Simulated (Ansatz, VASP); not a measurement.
**Sb in VASP and in Ansatz**

```
Sb
1.0
     0.00000    2.37124    2.37124
     2.54909    0.00000    2.37124
     2.54909    2.37124    0.00000
Sb
1
Direct
  0.00000 0.00000 0.00000
```

Change from the starting cell: strain +0.0750 x Voigt [1, 0, 0, 0, 0, 0], atoms carried along.

Alike in both runs: task single point; functional PBEsol; k mesh 18 × 18 × 18; occupations gaussian, width 0.15 eV; no spin polarisation.

|  | VASP | Ansatz |
| --- | --- | --- |
| version | VASP 6.6.1 | Ansatz 0.2.0 |
| potentials or method | VASP PAW PBE potentials, release 64 (Sb) | scalar-relativistic, plane waves, PAW |
| plane-wave cutoff (eV) | 520 | 420 |
| valence electrons in the cell | 5 | 15 |

```csv
,VASP,Ansatz,Ansatz less VASP
gap on the k mesh at the Fermi level (eV),none,none,-
pressure (GPa),-5.0,-4.9,+0.05
largest component of the traceless stress (GPa),0.79,0.79,+0.006
```

A gap of «none» marks a metal or a gap that the smearing closes. The functional is the same, so the differences come from potentials, cutoffs and numerics. The two sets of potentials don't hold the same shells in valence.

Caveats: the PAW data sets were made with another functional, which shifts forces and pressure a little (VASP). The runs have no spin-orbit coupling, so splittings on Sb are missing.
